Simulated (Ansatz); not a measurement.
ZnTe (zinc blende)

```yaml
crystal:
  lattice:
    - [0.00000, 3.08955, 3.08955]
    - [3.08955, 0.00000, 3.08955]
    - [3.08955, 3.08955, 0.00000]
  atoms:
    - { symbol: Te, position: [0.75000, 0.75000, 0.75000] }
    - { symbol: Zn, position: [0.00000, 0.00000, 0.00000] }
```

The slice is a {111} plane (indices of the conventional cell) through the point (0.750, 0.750, 0.750) (fractional), spanned by u = [100] and v = [-1 2 0] in vectors of this cell: u (4.37 Å) and v (7.57 Å, at 90° to u). It covers one period; positions are fractions (u, v).

The numbers are results of PBE (plane waves to 420 eV, PAW, scalar-relativistic; Ansatz, a first-principles code), not measurements. k mesh 9×9×9. Near the nuclei the fields are pseudised (PAW); where an atom keeps semicore shells as valence, they peak there. Spin-orbit coupling is left out, though Te is heavy. ZnTe was relaxed with its symmetry unable to fall.

### Question
Sketch the electrostatic potential energy of an electron, from the cell's mean on this plane as a map.

### Answer
```
|xxxxxx00668899886600xxxx|
|xxxx003377999999773300xx|
|000033779999999999773300|
|445566889999999999886655|
|223355889999999999885533|
|xxxx336677776677776644xx|
|xxxx335533000000335533xx|
|0022442200xxxxxx00224422|
|55555500xxxxxxxxxx005555|
|88775500xxxxxxxxxx005577|
|99886600xxxxxxxxxx006688|
|9999773300xxxxxx00337799|
|999999773300000033779999|
|999999886655445566889999|
|999999885533223355889999|
|6677776644xxxxxx33667777|
|0000335533xxxxxx33553300|
|xxxx002244220022442200xx|
|xxxxxx00555555555500xxxx|
|xxxxxx00557788775500xxxx|
```
Scale: ten equal steps from -3.00 (start of '0') to 5.09 (end of '9'), in the order '0123456789'. Values: electrostatic potential energy of an electron, from the cell's mean, in eV. The map has 12 points along u (two characters each, u = 0 at the left) and 20 along v (v = 0 in the bottom row). Points within 1 Å of a nucleus are blanked (x), as the pseudised field means little there. Values under -3 eV are set to -3. The zero, the cell's mean, hangs on the PAW cores.
